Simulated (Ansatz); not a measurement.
**TiSi2: all-electron results**

```
Ti Si
1.0
     0.00000    4.11800    4.26150
     2.38650    0.00000    4.26150
     2.38650    4.11800    0.00000
Ti Si
2 4
Cartesian
  3.5797 6.1770 6.3922
  2.3865 4.1180 4.2615
  1.1932 0.6836 2.1307
  1.1932 3.4344 2.1307
  2.3865 1.3754 4.2615
  2.3865 6.8606 4.2615
```

Atoms are numbered in the order listed.

The cell is COD entry 1010453, as deposited and not checked against the literature; nothing was relaxed. It is an old determination, and later ones may differ.

Methods: DFT, PBE, all-electron LAPW, scalar-relativistic (Ansatz 0.2.0); DFT, PBE, PAW with Ansatz's default frozen-core files, scalar-relativistic (Ansatz 0.2.0).

For LAPW: a Γ-centred 8×8×8 k mesh, Fermi–Dirac smearing of 0.08 eV, basis error target 0.5 meV/atom, no spin polarisation. PAW takes a cutoff of 420 eV at this cell. The Ansatz runs share mesh, smearing and spin set-up. Values come from LAPW unless marked.

```json
{"Pressure at this cell": "2.32 GPa", "Band gap": "none: bands cross the Fermi level, a metal", "Stress xx, yy, zz (compression positive)": "2.95, 1.94, 2.06 GPa", "Largest force": "0.202 eV/Å on Si5", "Density of states at the Fermi level (0.2 eV bin)": "2.06 states/eV per cell", "Löwdin charges (with 0.42 e of the cell spilling out of the atomic basis, so their sizes and signs hang on that basis)": "Ti1 0.39, Si3 -0.09 e", "Bader charges (from the PAW run)": "Ti1 +1.14, Si3 -0.57 e", "Volume per atom": "13.96 Å³"}
```
